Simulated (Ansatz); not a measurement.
# Preparing SiO2 (P3_121) as a host crystal, part 3 of 3

Aim: the runs on the perfect crystal SiO2 (P3_121) that a defect calculation needs first.

Ansatz 0.2.0; plane-wave PAW DFT, r2SCAN; relaxation of the host's cell and atoms; PAW set soft_1 (the session's first sound run).

So far. Step 3 (Dielectric tensors of the host): The principal values of the electronic dielectric tensor are 2.49, 2.49 and 2.52. The principal values of the static dielectric tensor are 4.64, 4.64 and 4.86.

## (7) Defect free supercell relaxed from displaced atoms

This step: plane-wave PAW DFT, r2SCAN; relaxation of the defect-free supercell from random displacements, a test of the host's stability; PAW set soft_1 (Ansatz 0.2.0).

pristine.rattled/input.yaml reads:

```yaml
crystal:
  lattice:
    - [9.8422041343, 0.0, 0.0]
    - [-4.9211020672, 8.5235988096, 0.0]
    - [0.0, 0.0, 10.8330695259]
  atoms:
    - { symbol: Si, position: [0.2655143582, 0.2655143582, 0.0] }
    - { symbol: Si, position: [0.0, 0.2344856418, 0.3333333334] }
    - { symbol: Si, position: [0.2344856418, 0.0, 0.1666666666] }
    - { symbol: O, position: [0.1345190254, 0.2066064985, 0.3922921182] }
    - { symbol: O, position: [0.2933935015, 0.4279125269, 0.0589587848] }
    - { symbol: O, position: [0.0720874731, 0.3654809746, 0.2256254514] }
    - { symbol: O, position: [0.2066064985, 0.1345190254, 0.1077078818] }
    - { symbol: O, position: [0.3654809746, 0.0720874731, 0.2743745486] }
    - { symbol: O, position: [0.4279125269, 0.2933935015, 0.4410412152] }
    - { symbol: Si, position: [0.2655143582, 0.2655143582, 0.5] }
    - { symbol: Si, position: [0.0, 0.2344856418, 0.8333333333] }
    - { symbol: Si, position: [0.2344856418, 0.0, 0.6666666666] }
    - { symbol: O, position: [0.1345190254, 0.2066064985, 0.8922921182] }
    - { symbol: O, position: [0.2933935015, 0.4279125269, 0.5589587848] }
    - { symbol: O, position: [0.0720874731, 0.3654809746, 0.7256254514] }
    - { symbol: O, position: [0.2066064985, 0.1345190254, 0.6077078818] }
    - { symbol: O, position: [0.3654809746, 0.0720874731, 0.7743745486] }
    - { symbol: O, position: [0.4279125269, 0.2933935015, 0.9410412152] }
    - { symbol: Si, position: [0.2655143582, 0.7655143582, 0.0] }
    - { symbol: Si, position: [0.0, 0.7344856418, 0.3333333334] }
    - { symbol: Si, position: [0.2344856418, 0.5, 0.1666666666] }
    - { symbol: O, position: [0.1345190254, 0.7066064985, 0.3922921182] }
    - { symbol: O, position: [0.2933935015, 0.9279125269, 0.0589587848] }
    - { symbol: O, position: [0.0720874731, 0.8654809746, 0.2256254514] }
    - { symbol: O, position: [0.2066064985, 0.6345190254, 0.1077078818] }
    - { symbol: O, position: [0.3654809746, 0.5720874731, 0.2743745486] }
    - { symbol: O, position: [0.4279125269, 0.7933935015, 0.4410412152] }
    - { symbol: Si, position: [0.2655143582, 0.7655143582, 0.5] }
    - { symbol: Si, position: [0.0, 0.7344856418, 0.8333333333] }
    - { symbol: Si, position: [0.2344856418, 0.5, 0.6666666666] }
    - { symbol: O, position: [0.1345190254, 0.7066064985, 0.8922921182] }
    - { symbol: O, position: [0.2933935015, 0.9279125269, 0.5589587848] }
    - { symbol: O, position: [0.0720874731, 0.8654809746, 0.7256254514] }
    - { symbol: O, position: [0.2066064985, 0.6345190254, 0.6077078818] }
    - { symbol: O, position: [0.3654809746, 0.5720874731, 0.7743745486] }
    - { symbol: O, position: [0.4279125269, 0.7933935015, 0.9410412152] }
    - { symbol: Si, position: [0.7655143582, 0.2655143582, 0.0] }
    - { symbol: Si, position: [0.5, 0.2344856418, 0.3333333334] }
    - { symbol: Si, position: [0.7344856418, 0.0, 0.1666666666] }
    - { symbol: O, position: [0.6345190254, 0.2066064985, 0.3922921182] }
    - { symbol: O, position: [0.7933935015, 0.4279125269, 0.0589587848] }
    - { symbol: O, position: [0.5720874731, 0.3654809746, 0.2256254514] }
    - { symbol: O, position: [0.7066064985, 0.1345190254, 0.1077078818] }
    - { symbol: O, position: [0.8654809746, 0.0720874731, 0.2743745486] }
    - { symbol: O, position: [0.9279125269, 0.2933935015, 0.4410412152] }
    - { symbol: Si, position: [0.7655143582, 0.2655143582, 0.5] }
    - { symbol: Si, position: [0.5, 0.2344856418, 0.8333333333] }
    - { symbol: Si, position: [0.7344856418, 0.0, 0.6666666666] }
    - { symbol: O, position: [0.6345190254, 0.2066064985, 0.8922921182] }
    - { symbol: O, position: [0.7933935015, 0.4279125269, 0.5589587848] }
    - { symbol: O, position: [0.5720874731, 0.3654809746, 0.7256254514] }
    - { symbol: O, position: [0.7066064985, 0.1345190254, 0.6077078818] }
    - { symbol: O, position: [0.8654809746, 0.0720874731, 0.7743745486] }
    - { symbol: O, position: [0.9279125269, 0.2933935015, 0.9410412152] }
    - { symbol: Si, position: [0.7655143582, 0.7655143582, 0.0] }
    - { symbol: Si, position: [0.5, 0.7344856418, 0.3333333334] }
    - { symbol: Si, position: [0.7344856418, 0.5, 0.1666666666] }
    - { symbol: O, position: [0.6345190254, 0.7066064985, 0.3922921182] }
    - { symbol: O, position: [0.7933935015, 0.9279125269, 0.0589587848] }
    - { symbol: O, position: [0.5720874731, 0.8654809746, 0.2256254514] }
    - { symbol: O, position: [0.7066064985, 0.6345190254, 0.1077078818] }
    - { symbol: O, position: [0.8654809746, 0.5720874731, 0.2743745486] }
    - { symbol: O, position: [0.9279125269, 0.7933935015, 0.4410412152] }
    - { symbol: Si, position: [0.7655143582, 0.7655143582, 0.5] }
    - { symbol: Si, position: [0.5, 0.7344856418, 0.8333333333] }
    - { symbol: Si, position: [0.7344856418, 0.5, 0.6666666666] }
    - { symbol: O, position: [0.6345190254, 0.7066064985, 0.8922921182] }
    - { symbol: O, position: [0.7933935015, 0.9279125269, 0.5589587848] }
    - { symbol: O, position: [0.5720874731, 0.8654809746, 0.7256254514] }
    - { symbol: O, position: [0.7066064985, 0.6345190254, 0.6077078818] }
    - { symbol: O, position: [0.8654809746, 0.5720874731, 0.7743745486] }
    - { symbol: O, position: [0.9279125269, 0.7933935015, 0.9410412152] }
basis:
  ecutwfc: 500
  xc_grid: 2
hamiltonian:
  xc: r2scan
  pseudopotentials: { kind: paw, azcp: { folder: soft_1 } }
kpoints:
  mp_grid: { grid: [1, 1, 1], shift: [0.25, 0.25, 0.25] }
scf:
  occupations: { method: fermi_dirac, width: 0.01 }
  max_iter: 80
output:
  forces: true
relax:
  f_tol: 0.01
  max_steps: 120
  random_displacement: { amplitude: 0.08, seed: 5557 }
checkpoint:
  write: "../pristine.rattled.run"
  compress: false
  write_wavefunctions: false
  write_every: 100000
```

Launch:

```bash
ansatz run input.yaml --threads 8 --pin off --max-ram 22609MiB --backend cpu --events-out ev --progress --plain --runs-dir out
```

Numbers of over 12 decimals in the logs are rounded to 6 here.

The log of the run:

```text
[...]
Crystal: 72 atoms, lattice volume = 908.797 Å³
Basis set: ecut = 500 eV, 23025 PW (Γ), exchange–correlation on 144×144×160 points (8 copies of the dense FFT grid, shifted against one another)
Bands: 264, of which v1, the nominal top of the filled ones, is band 192 counted from 1 (191 counted from 0)
Symmetry: 1 space group operations
k-points: 1
[...]
SCF iter   1: F=—  HF=-42746.327320 eV  |F-HF|=—  |Δ(HF+E_count)|=         —  Δρ=1.32e-1  dr2=1.45e2  dr2_τ=1.68e1  ethr=3.10e-3  ⟨swp⟩=6.0  Hψ=1176  notcnv=0  defer=31
[...]
SCF iter   9: F=-42715.906887 eV  HF=-42715.906887 eV  |F-HF|=9.55e-9  |Δ(HF+E_count)|=   1.93e-6  Δρ=5.66e-6  dr2=2.45e-7  dr2_τ=3.13e-8  ethr=6.51e-10  ⟨swp⟩=4.0  Hψ=756  notcnv=0
SCF 1 converged in 9 iterations: F = -42715.906887 eV  dr2 = 2.45e-7
[...]
relax step   1: F+E_penalty+E_count = -42715.90688667 eV  Δ(F+E_penalty+E_count) = +0.000e0 eV  max|allowed force component| = 7.307e0 eV/Å  Δτ_max = 0.0000 Å  (9 SCF iters, dr2 threshold 2.50e-6 eV, accepted)
[...]
relax step   2: F+E_penalty+E_count = -42719.77314848 eV  Δ(F+E_penalty+E_count) = -3.866e0 eV  max|allowed force component| = 3.953e0 eV/Å  Δτ_max = 0.0511 Å  (6 SCF iters, dr2 threshold 1.00e-4 eV, accepted)
relax step   3: F+E_penalty+E_count = -42722.40490650 eV  Δ(F+E_penalty+E_count) = -2.632e0 eV  max|allowed force component| = 7.282e-2 eV/Å  Δτ_max = 0.0812 Å  (6 SCF iters, dr2 threshold 1.00e-4 eV, accepted)
relax step   4: F+E_penalty+E_count = -42722.41525205 eV  Δ(F+E_penalty+E_count) = -1.035e-2 eV  max|allowed force component| = 4.662e-3 eV/Å  Δτ_max = 0.0374 Å  (8 SCF iters, dr2 threshold 3.31e-7 eV, accepted)
relax step   5: F+E_penalty+E_count = -42722.41525208 eV  Δ(F+E_penalty+E_count) = -2.867e-8 eV  max|allowed force component| = 4.674e-3 eV/Å  Δτ_max = 0.0000 Å  (2 SCF iters, accepted)
SCF iter   1: F=—  HF=-42722.413604 eV  |F-HF|=—  |Δ(HF+E_count)|=         —  Δρ=5.77e-4  dr2=2.04e-3  dr2_τ=2.86e-2  ethr=5.54e-6  ⟨swp⟩=4.0  Hψ=471  notcnv=0  defer=26
[...]
SCF iter   7: F=-42722.415476 eV  HF=-42722.415476 eV  |F-HF|=1.14e-8  |Δ(HF+E_count)|=   1.55e-7  Δρ=1.67e-6  dr2=1.97e-8  dr2_τ=1.90e-9  ethr=2.60e-11  ⟨swp⟩=5.0  Hψ=820  notcnv=0
SCF 6 converged in 7 iterations: F = -42722.415476 eV  dr2 = 1.97e-8
relax step   6: F+E_penalty+E_count = -42722.41547563 eV  Δ(F+E_penalty+E_count) = -2.236e-4 eV  max|allowed force component| = 7.547e-3 eV/Å  Δτ_max = 0.0077 Å  (7 SCF iters, accepted)
[...]
SCF iter   2: F=-42722.415476 eV  HF=-42722.415476 eV  |F-HF|=4.07e-10  |Δ(HF+E_count)|=   4.42e-9  Δρ=5.00e-7  dr2=2.82e-9  dr2_τ=2.70e-10  ethr=5.10e-12  ⟨swp⟩=3.0  Hψ=642  notcnv=0
SCF 7 converged in 2 iterations: F = -42722.415476 eV  dr2 = 2.82e-9
SCF converged after 2 iterations
Free energy (F): -42722.415476 eV
[...]
Internal energy: -42722.415476 eV  (E = F + TS)
E sigma→0 (E₀):  -42722.415476 eV
Fermi energy:    5.703582 eV
[...]
--- Forces (eV/Å), atoms counted from 1 ---
  atom   1  Si     0.00176077     0.00050619    -0.00118936
  atom   2  Si    -0.00424691     0.00133940    -0.00154424
  atom   3  Si     0.00046431    -0.00497754     0.00079308
  atom   4  O      0.00109831    -0.00311065     0.00209142
  atom   5  O     -0.00005284     0.00217727     0.00386544
  atom   6  O      0.00359386     0.00263903    -0.00069456
  atom   7  O      0.00249787     0.00028971    -0.00013242
  atom   8  O     -0.00212634     0.00287085    -0.00091617
  atom   9  O      0.00170810    -0.00242804    -0.00332435
  atom  10  Si    -0.00105503     0.00050015    -0.00019043
  atom  11  Si     0.00207089    -0.00183279    -0.00254802
  atom  12  Si     0.00092126     0.00108371     0.00483641
  atom  13  O     -0.00536901    -0.00177439    -0.00185388
  atom  14  O     -0.00058200     0.00227392     0.00536015
  atom  15  O     -0.00127038     0.00133771     0.00361493
  atom  16  O     -0.00129891     0.00149233    -0.00179652
  atom  17  O     -0.00174800    -0.00005074    -0.00148403
  atom  18  O     -0.00389145     0.00310136     0.00087499
  atom  19  Si     0.00349300    -0.00042634    -0.00213260
  atom  20  Si    -0.00123197    -0.00309956     0.00043806
  atom  21  Si    -0.00169515     0.00152802    -0.00024733
  atom  22  O      0.00139045     0.00199386    -0.00029189
  atom  23  O     -0.00045033     0.00004130     0.00269156
  atom  24  O      0.00091396     0.00126410    -0.00286874
  atom  25  O     -0.00114051    -0.00323420    -0.00392204
  atom  26  O     -0.00157198    -0.00512020     0.00024877
  atom  27  O      0.00352877     0.00180745    -0.00034341
  atom  28  Si    -0.00477284    -0.00247598    -0.00177463
  atom  29  Si    -0.00293698     0.00035803     0.00106389
  atom  30  Si     0.00327170    -0.00727251    -0.00656287
  atom  31  O      0.00243212    -0.00127060     0.00442668
  atom  32  O      0.00040471    -0.00324766    -0.00061621
  atom  33  O      0.00074331     0.00005328    -0.00270152
  atom  34  O     -0.00022932     0.00326652     0.00074432
  atom  35  O     -0.00040854     0.00536123     0.00121371
  atom  36  O     -0.00595137    -0.00070496     0.00086037
  atom  37  Si    -0.00371392     0.00024685    -0.00212273
  atom  38  Si     0.00586408     0.00280439     0.00351497
  atom  39  Si     0.00251810     0.00685140     0.00240729
  atom  40  O     -0.00646540     0.00017772    -0.00434528
[...]
atom  61  O      0.00168854    -0.00000244     0.00207615
  atom  62  O      0.00286140     0.00223311     0.00154801
  atom  63  O      0.00336988    -0.00155007     0.00167218
  atom  64  Si    -0.00419457    -0.00091518    -0.00116172
  atom  65  Si    -0.00059954    -0.00100353    -0.00368235
  atom  66  Si     0.00104001     0.00386270     0.00043133
  atom  67  O     -0.00007362    -0.00175679     0.00119094
  atom  68  O      0.00153022     0.00110806    -0.00024375
  atom  69  O     -0.00168168     0.00047260     0.00256152
  atom  70  O      0.00095973    -0.00215123    -0.00008209
  atom  71  O      0.00150844     0.00330517     0.00392728
  atom  72  O      0.00753110     0.00057687    -0.00328569
  max |Σ_I F_I| component: 1.69e-3 eV/Å
--- Relaxed structure (6 steps of the walk, 6 accepted, 0 SCFs on fresh bases) ---
  F+E_penalty+E_count = -42722.41547563 eV   max|allowed force component| = 7.547e-3 eV/Å
  atoms:
    - { symbol: Si, position: [0.265810, 0.265320, 0.000152] }
    - { symbol: Si, position: [0.000512, 0.234377, 0.333498] }
    - { symbol: Si, position: [0.234888, -0.000131, 0.166838] }
    - { symbol: O, position: [0.135273, 0.206800, 0.392343] }
    - { symbol: O, position: [0.293665, 0.427765, 0.059014] }
    - { symbol: O, position: [0.072367, 0.365283, 0.225683] }
    - { symbol: O, position: [0.206937, 0.134384, 0.107946] }
    - { symbol: O, position: [0.365628, 0.071839, 0.274762] }
    - { symbol: O, position: [0.428590, 0.293473, 0.441279] }
    - { symbol: Si, position: [0.266134, 0.265546, 0.500178] }
    - { symbol: Si, position: [0.000299, 0.234290, 0.833483] }
    - { symbol: Si, position: [0.234883, -0.000145, 0.666800] }
    - { symbol: O, position: [0.134807, 0.206340, 0.892417] }
    - { symbol: O, position: [0.294076, 0.427959, 0.559171] }
    - { symbol: O, position: [0.072411, 0.364983, 0.725540] }
    - { symbol: O, position: [0.207101, 0.134442, 0.607844] }
    - { symbol: O, position: [0.365736, 0.071894, 0.774636] }
    - { symbol: O, position: [0.428249, 0.293248, 0.941212] }
    - { symbol: Si, position: [0.266106, 0.765574, 0.000185] }
    - { symbol: Si, position: [0.000306, 0.734295, 0.333493] }
    - { symbol: Si, position: [0.234834, 0.499866, 0.166787] }
    - { symbol: O, position: [0.134681, 0.706304, 0.392604] }
    - { symbol: O, position: [0.294062, 0.928042, 0.059090] }
    - { symbol: O, position: [0.072481, 0.865026, 0.225594] }
    - { symbol: O, position: [0.207178, 0.634613, 0.107961] }
    - { symbol: O, position: [0.365799, 0.571896, 0.274530] }
    - { symbol: O, position: [0.428205, 0.793268, 0.441086] }
    - { symbol: Si, position: [0.265881, 0.765348, 0.500201] }
    - { symbol: Si, position: [0.000482, 0.734349, 0.833486] }
    - { symbol: Si, position: [0.234910, 0.499825, 0.666905] }
    - { symbol: O, position: [0.135178, 0.706696, 0.892386] }
    - { symbol: O, position: [0.293905, 0.927833, 0.559119] }
    - { symbol: O, position: [0.072431, 0.865229, 0.725669] }
    - { symbol: O, position: [0.207100, 0.634396, 0.607971] }
    - { symbol: O, position: [0.365594, 0.571739, 0.774864] }
    - { symbol: O, position: [0.428564, 0.793443, 0.941290] }
    - { symbol: Si, position: [0.766004, 0.265419, 0.000209] }
    - { symbol: Si, position: [0.500377, 0.234328, 0.333484] }
    - { symbol: Si, position: [0.735049, -0.000168, 0.166862] }
    - { symbol: O, position: [0.635074, 0.206608, 0.392331] }
    - { symbol: O, position: [0.793875, 0.427848, 0.059116] }
    - { symbol: O, position: [0.572275, 0.365052, 0.225549] }
    - { symbol: O, position: [0.707281, 0.134451, 0.107949] }
    - { symbol: O, position: [0.865947, 0.071893, 0.274654] }
    - { symbol: O, position: [0.928387, 0.293166, 0.441273] }
    - { symbol: Si, position: [0.765964, 0.265337, 0.500131] }
    - { symbol: Si, position: [0.500359, 0.234296, 0.833552] }
    - { symbol: Si, position: [0.734692, -0.000265, 0.666829] }
    - { symbol: O, position: [0.634842, 0.206413, 0.892593] }
    - { symbol: O, position: [0.794049, 0.427763, 0.559198] }
    - { symbol: O, position: [0.572606, 0.365184, 0.725763] }
    - { symbol: O, position: [0.706783, 0.134172, 0.607749] }
    - { symbol: O, position: [0.865395, 0.071899, 0.774756] }
    - { symbol: O, position: [0.928444, 0.293494, 0.941164] }
    - { symbol: Si, position: [0.766010, 0.765398, 0.000157] }
    - { symbol: Si, position: [0.500368, 0.734270, 0.333498] }
    - { symbol: Si, position: [0.734781, 0.499787, 0.166818] }
    - { symbol: O, position: [0.634758, 0.706301, 0.392606] }
    - { symbol: O, position: [0.794070, 0.927830, 0.059172] }
    - { symbol: O, position: [0.572662, 0.865215, 0.225754] }
    - { symbol: O, position: [0.706923, 0.634315, 0.107831] }
    - { symbol: O, position: [0.865511, 0.571853, 0.274722] }
    - { symbol: O, position: [0.928357, 0.793558, 0.441056] }
    - { symbol: Si, position: [0.765950, 0.765383, 0.500207] }
    - { symbol: Si, position: [0.500370, 0.734279, 0.833538] }
    - { symbol: Si, position: [0.735012, 0.499785, 0.666863] }
    - { symbol: O, position: [0.635079, 0.706613, 0.892374] }
    - { symbol: O, position: [0.793877, 0.927779, 0.559213] }
    - { symbol: O, position: [0.572231, 0.864933, 0.725548] }
    - { symbol: O, position: [0.707243, 0.634385, 0.607923] }
    - { symbol: O, position: [0.865902, 0.571856, 0.774656] }
    - { symbol: O, position: [0.928401, 0.793257, 0.941220] }
```

Elapsed: 56 s, on 8 threads of Arm Neoverse V2, shared host; peak memory 2 GiB.

Step by step:

```csv
step,energy less that of the first step (eV),largest force component (eV/Å)
1,0.0000,7.3066
2,-3.8663,3.9531
3,-6.4980,0.0728
4,-6.5084,0.0047
5,-6.5084,0.0047
6,-6.5086,0.0075
```

The relaxation ends 90 meV an atom lower than the displaced start, with a largest force component of 0.0075 eV/Å.

## (8) Results

- primitive cell vectors, lengths: 4.921, 4.921, 5.417 Å
- electronic dielectric constant: principal values (2.49, 2.49, 2.52)
- static dielectric constant: principal values (4.64, 4.64, 4.86)
- gap on the k-mesh of the response run (PBEsol): 5.83 eV
- supercell relaxed in its symmetry less the displaced and relaxed one: 0.000 eV
- energy an atom at one point at (¼, ¼, ¼) less that on the dense mesh: 0.000 eV

What this shows: Step 7: The energy fell by 6.509 eV from the randomly displaced start; against the sites as typed, O53 ends farthest off, by 0.01 Å, once the mean shift is taken out. The displaced cell ends within 0.01 eV of the symmetric one relaxed in its symmetry, so no lower structure shows in this supercell. The k-mesh can miss the band edges, so this gap is an upper bound at this level. All at zero temperature.

[Logs are printed without paths, hosts, clocks, repeated set-up lines and the standing remarks that a program may print on its own settings, such as how far it seeks lower states.]

[Hosts, paths, dates, database ids (printed as entryN), source tags and the programs' standing remarks are cut or masked in the printed files.]

[Runs of the host that timed out are not shown.]

[For some hosts the program warned that the k-mesh of the response run may be too coarse for force constants and the static dielectric constant; such warnings are not always shown.]
